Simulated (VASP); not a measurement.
VASP inputs for AgCl (rocksalt)

INCAR

```
IBRION = -1
PREC = Accurate
LCHARG = .FALSE.
SIGMA = 0.02
NSW = 0
NBANDS = 16
LASPH = .TRUE.
ISMEAR = -1
EDIFF = 1E-7
LWAVE = .FALSE.
ISIF = 2
LREAL = .FALSE.
ENCUT = 520
GGA = PE
NELM = 120
```

KPOINTS

```
KPOINTS created by Atomic Simulation Environment
0
Gamma
8 8 8
0 0 0
```

KPOINTS_OPT

```
special points
8
Reciprocal
0.0000000000 0.0000000000 0.0000000000 1
0.5000000000 0.0000000000 0.5000000000 1
0.6250000000 0.2500000000 0.6250000000 1
0.3750000000 0.3750000000 0.7500000000 1
0.5000000000 0.5000000000 0.5000000000 1
0.5000000000 0.2500000000 0.7500000000 1
0.0375000000 0.0375000000 0.0750000000 1
0.0000000000 0.0000000000 0.5000000000 1
```

POSCAR

```
Ag Cl
 1.0000000000000000
     0.0000000000000000    2.7731838141105607    2.7731838141105607
     2.7731838141105607    0.0000000000000000    2.7731838141105607
     2.7731838141105607    2.7731838141105607    0.0000000000000000
 Ag  Cl
   1   1
Cartesian
 -0.0000000000000000  0.0000000000000000 -0.0000000000000000
  2.7731838141105603  2.7731838141105603  2.7731838141105603
```

VASP ran with the recommended PBE PAW datasets (18 valence electrons in the cell).

What does this run give?

gap between bands v and c 0.91 eV; least direct gap 3.00 eV; pressure 1.5 GPa.

Band v is the last that the valence electrons fill when counted band by band, and c is the next. Levels in eV from the top of v:

```
point    v−1      v     c    c+1
    Γ  -2.32  -2.32  0.91  10.85
    X  -1.95  -1.87  2.38   8.03
    K  -1.65  -1.04  3.61   7.27
    L   0.00   0.00  4.24   6.53
    W  -1.95  -1.18  4.20   7.89
```
